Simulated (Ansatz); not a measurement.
# TiSe2: the cost of one run

Computed with Ansatz 0.2.0 (DFT PBE, scalar-relativistic, plane waves, PAW, unless a step's input says otherwise).

A COD entry behind a cell of this session may itself be a prediction, so a difference from it is no test against experiment.

The runs add the D3(BJ) dispersion term to the functional named.

## 1. Starting point

It takes space group P-3m1 (No. 164, trigonal). The conventional cell has a = 3.536 Å, b = 3.536 Å, c = 6.004 Å, α = 90.00°, β = 90.00°, γ = 120.00°. Around Ti (site symmetry -3m) lie 6 Se at 2.55 Å. Around Se (site symmetry 3m) lie 3 Ti at 2.55 Å.

Coordinates:

```
Ti Se
1.0
     3.53600    0.00000    0.00000
    -1.76800    3.06227    0.00000
     0.00000    0.00000    6.00400
Ti Se
1 2
Cartesian
  0.0000 0.0000 0.0000
  0.0000 2.0415 1.5322
  1.7680 1.0208 4.4718
```

Starting moments: Ti 1.00 μB.

## 2. First run, at the start cell

Contents of input.yaml:

```yaml
crystal:
  lattice:
    - [3.536, 0.0, 0.0]
    - [-1.768, 3.0622658278, 0.0]
    - [0.0, 0.0, 6.004]
  atoms:
    - { symbol: Ti, position: [0.0, 0.0, 0.0], spin: 1.0 }
    - { symbol: Se, position: [0.3333333333, 0.6666666667, 0.2552] }
    - { symbol: Se, position: [0.6666666667, 0.3333333333, 0.7448] }
basis:
  ecutwfc: 420
  ecutrho_ratio: 4
kpoints:
  mp_grid: { grid: [12, 12, 6] }
hamiltonian:
  xc: pbe
  dispersion: d3bj
scf:
  occupations: { method: gaussian, width: 0.05 }
output:
  forces: true
  stress: true
  eigenvalues: true
  populations: true
magnetization:
  spin_polarized: true
relax:
  f_tol: 0.01
  max_steps: 60
  cell: { stress_tol: 0.04 }
```

Launch:

```console
$ ansatz run input.yaml --threads 4 --pin off --max-ram 10240MiB --backend cpu --events-out ev --progress --plain --runs-dir out
```

**Question.** How long does this run take on 4 threads of Arm Neoverse V2, shared host, and how much memory does it need?

About 35 s, with a peak of 0.59 GiB.
